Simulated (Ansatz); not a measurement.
## S, a database entry at a rescaled volume

```
CELL_PARAMETERS angstrom
7.15557 0.00000 0.00000
-3.57779 6.19691 0.00000
0.00000 0.00000 4.34235
ATOMIC_POSITIONS crystal
S 0.77270 0.30670 0.61050
S 0.69330 0.46600 0.27717
S 0.53400 0.22730 0.94383
S 0.30670 0.77270 0.38950
S 0.46600 0.69330 0.72283
S 0.22730 0.53400 0.05617
S 0.87550 0.00000 0.16667
S 0.00000 0.87550 0.83333
S 0.12450 0.12450 0.50000
```

Method: LDA, no spin polarisation; PAW, plane waves to 420 eV, 4×4×6 Γ-centred mesh, fermi-dirac occupations (width 0.1 eV) (Ansatz 0.2.0), atoms fixed.

**Stress.** The pressure is -2.6 GPa (compression positive), so with the atoms held at these fractions the cell would first shrink.
**Forces.** The largest is on S7 (and as large on other atoms): 0.73 eV/Å, components (0.73, 0.00, 0.00). It makes 51° with the line to a nearest neighbour, S8 at 2.12 Å.
**Electronic structure.** The gap is 1.53 eV, indirect (the least direct gap found is 1.54 eV). A semilocal functional usually gives too small a gap.
**Band edges.** Within 0.7 eV of the edges, the states project mainly on S p (95 %) below the gap and on S p (79 %) above it.

Origin: a database entry at a rescaled volume.
